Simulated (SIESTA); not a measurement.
CdS (Greenockite):

```
CELL_PARAMETERS angstrom
4.15000 0.00000 0.00000
-2.07500 3.59401 0.00000
0.00000 0.00000 6.73700
ATOMIC_POSITIONS crystal
Cd 0.66667 0.33333 0.50000
Cd 0.33333 0.66667 0.00000
S 0.66667 0.33333 0.87500
S 0.33333 0.66667 0.37500
```

Base run:

* Program: SIESTA 5.4.2
* Functional: vdW-DF-cx
* Potentials or basis: PseudoDojo 0.4 standard (PBE files)
* Basis: DZP (energy shift 0.003 Ry; two zetas on semicore shells)
* Grid cutoff: 800 Ry
* Energy shift: 0.003 Ry
* k mesh: 7 × 7 × 4
* Occupations: fermi-dirac, width 0.05 eV
* Spin: no spin polarisation

Its results: band gap on the k mesh 1.29 eV, direct; pressure 0.1 GPa; largest force 0.070 eV/Å.

Q: The run is repeated on the same cell with these changes: functional from vdW-DF-cx to PBE. What comes out?

A: Band gap on the k mesh 1.39 eV, direct; pressure 2.3 GPa; largest force 0.075 eV/Å.

Caveats: the basis of atomic orbitals isn't converged, which shifts pressures, moduli and gaps; the potentials were made for another functional, which shifts forces and pressure (some runs); an odd mesh through Γ misses points on the zone boundary, where band edges often lie (some runs).
